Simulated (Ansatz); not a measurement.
# CdSe: pressure up to the limit of the methods

The task here is to estimate one member of a computed series from the others.

Computed with Ansatz 0.2.0 (DFT r²SCAN, with the methods named in each step, unless a step's input says otherwise).

### Starting point

It takes space group Fm-3m (No. 225, cubic). Conventional cell: a = 5.379 Å, b = 5.379 Å, c = 5.379 Å, α = 90.00°, β = 90.00°, γ = 90.00°. Around Cd (site symmetry m-3m) lie 6 Se at 2.69 Å. Se (site symmetry m-3m) has 6 Cd at 2.69 Å as nearest neighbours.

As a file:

```xyz
2
Lattice="0.0000 2.6893 2.6893 2.6893 0.0000 2.6893 2.6893 2.6893 0.0000" Properties=species:S:1:pos:R:3 pbc="T T T"
Cd    0.0000    0.0000    0.0000
Se    2.6893    2.6893    2.6893
```

Whether this phase is the stable one at these pressures isn't tested.

Atoms are numbered in the order of the input: Cd1, Se2.

The first run:

File input.yaml:

```yaml
crystal:
  lattice:
    - [0.0, 2.6892810254, 2.6892810254]
    - [2.6892810254, 0.0, 2.6892810254]
    - [2.6892810254, 2.6892810254, 0.0]
  atoms:
    - { symbol: Cd, position: [0.0, 0.0, 0.0] }
    - { symbol: Se, position: [0.5, 0.5, 0.5] }
kpoints:
  mp_grid: { grid: [12, 12, 12] }
scf:
  occupations: { method: fermi_dirac, width: 0.05 }
hamiltonian:
  xc: r2scan
  pseudopotentials: { kind: paw }
output:
  forces: true
  stress: true
relax:
  f_tol: 0.005
  max_steps: 40
  cell: {}
```

Launch:

```console
ansatz run input.yaml --threads 1 --pin off --max-ram 2048MiB --backend cpu --events-out ev --progress --plain --runs-dir out
```

Among the steps run: Cell relaxed at zero pressure, PAW; More of the same log: cell relaxed at zero pressure; Volume scaled by 1, PAW; Volume scaled by 0.94, PAW; Volume scaled by 0.88, PAW; Volume scaled by 0.8, PAW; Volume scaled by 0.72, PAW; Volume scaled by 0.72, PAW (level accurate); Volume scaled by 0.64, PAW; Volume scaled by 0.55, PAW; Volume scaled by 0.55, PAW (partial_waves polarizable).

One of the session's tables, all rows but one given; the rest of the session is left out.

| method | volume over the first | volume (Å³/atom) | pressure (GPa) |
| --- | --- | --- | --- |
| PAW | 1 | 22.973 | 0.00 |
| PAW | 0.94 | 21.594 | 4.99 |
| PAW | 0.88 | ? | ? |
| PAW | 0.8 | 18.378 | 26.26 |
| PAW | 0.72 | 16.540 | 49.40 |
| PAW | 0.64 | 14.703 | 88.19 |
| PAW | 0.55 | 12.635 | 167.81 |
| PAW (level accurate) | 0.72 | 16.540 | 49.43 |
| PAW (partial_waves polarizable) | 0.55 | 12.635 | 167.81 |

Estimate the missing values for PAW, 0.88.

**Answer.** volume (Å³/atom): 20.216; pressure (GPa): 12.04. In the column «volume (Å³/atom)» it lies between PAW, 0.8 (18.378) and PAW, 0.94 (21.594).
